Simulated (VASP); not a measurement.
BP: phonons with LDA

The system is BP.

```
CELL_PARAMETERS angstrom
0.00000 2.24486 2.24486
2.24486 0.00000 2.24486
2.24486 2.24486 0.00000
ATOMIC_POSITIONS crystal
B 0.00000 0.00000 0.00000
P 0.25000 0.25000 0.25000
```

| Property | Result |
| --- | --- |
| Program | VASP 6.6.1 |
| Task | phonons |
| Functional | LDA |
| Potentials or basis | VASP PAW LDA potentials, release 64 (B, P) |
| Cutoff | 600 eV |
| k mesh | 10 × 10 × 10 |
| Occupations | gaussian, width 0.03 eV |
| Spin | no spin polarisation |
| Target pressure | 1.5 GPa |
| By perturbation theory | no |
| Further INCAR settings | ALGO = Normal; EDIFF = 1e-08; IBRION = 6; POTIM = 0.015; NSW = 1 |

```json
{
 "Relaxed volume": "11.22 Å³/atom",
 "Relaxed cell": "a = 3.166 Å, b = 3.166 Å, c = 3.166 Å, α = 60.00°, β = 60.00°, γ = 60.00°",
 "Space group after relaxing (to 0.05 Å)": "F-43m (No. 216)",
 "Highest phonon frequency at Γ, LO-TO splitting left out": "826 cm⁻¹"
}
```

The path:
```tsv
step	energy change (eV)	largest force (eV/Å)	pressure (GPa)	volume (Å³)
1	0.0000	0.0000	-0.02	22.63
2	0.0030	0.0000	2.80	22.28
3	0.0009	0.0000	1.50	22.43
```

Final structure:
```yaml
crystal:
  lattice:
    - [0.00000, 2.23851, 2.23851]
    - [2.23851, 0.00000, 2.23851]
    - [2.23851, 2.23851, 0.00000]
  atoms:
    - { symbol: B, position: [0.00000, 0.00000, 0.00000] }
    - { symbol: P, position: [0.25000, 0.25000, 0.25000] }
```

Phonon frequencies in cm⁻¹ (negative: imaginary):
| q point | frequencies |
| --- | --- |
| (0.000, 0.000, 0.000) | 0 0 0 826 826 826 |

It took 58 s on 1 thread of Intel(R) Xeon(R) 6975P-C (Granite Rapids) (shared host), peak memory 0.19 GiB.
